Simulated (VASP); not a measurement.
Crystal: TiO2.

```xyz
6
Lattice="4.5998 0.0000 0.0000 0.0000 4.5998 0.0000 0.0000 0.0000 2.9592" Properties=species:S:1:pos:R:3 pbc="T T T"
Ti    0.0000    0.0000    1.4796
Ti    2.2999    2.2999    0.0000
O     1.3998    1.3998    1.4796
O     0.9001    3.6997    0.0000
O     3.6997    0.9001    0.0000
O     3.2000    3.2000    1.4796
```

The cell is a database's computed one.

| Item | Value |
| --- | --- |
| Program | VASP 6.6.1 |
| Task | relaxation of cell and atoms |
| Functional | RPBE |
| Dispersion | D3(BJ) |
| Potentials or basis | VASP PAW PBE potentials, release 64 (Ti_sv, O) |
| Cutoff | 600 eV |
| k mesh | 6 × 6 × 9 |
| Occupations | fermi-dirac, width 0.05 eV |
| Spin | no spin polarisation |

At the start: pressure -9.7 GPa; volume 10.44 Å³/atom.

Problem. How do energy, volume and symmetry change on relaxing?

Solution. Over 6 steps the energy falls by 15.2 meV/atom and the volume is 9.97 Å³/atom (-4.5 %); space group P4_2/mnm (No. 136, to 0.05 Å).

Step by step:
```csv
step,energy change (eV),largest force (eV/Å),pressure (GPa),volume (Å³)
1,0.0000,0.0628,-9.72,62.61
2,0.0413,0.4780,14.29,57.05
3,-0.0825,0.2443,0.00,60.02
4,-0.0911,0.0274,0.02,59.79
5,-0.0911,0.0202,0.01,59.79
6,-0.0912,0.0064,-0.01,59.80
```

Final structure:
```cif
data_structure
_symmetry_space_group_name_H-M 'P 1'
_symmetry_Int_Tables_number 1
_cell_length_a 4.5150
_cell_length_b 4.5150
_cell_length_c 2.9333
_cell_angle_alpha 90.000
_cell_angle_beta 90.000
_cell_angle_gamma 90.000
_cell_volume 59.80
loop_
_atom_site_label
_atom_site_type_symbol
_atom_site_fract_x
_atom_site_fract_y
_atom_site_fract_z
_atom_site_occupancy
Ti1 Ti 0.00000 0.00000 0.50000 1
Ti2 Ti 0.50000 0.50000 0.00000 1
O1 O 0.30262 0.30262 0.50000 1
O2 O 0.19738 0.80262 0.00000 1
O3 O 0.80262 0.19738 0.00000 1
O4 O 0.69738 0.69738 0.50000 1
```

Caveat: the PAW data sets were made with another functional, which shifts forces and pressure a little.
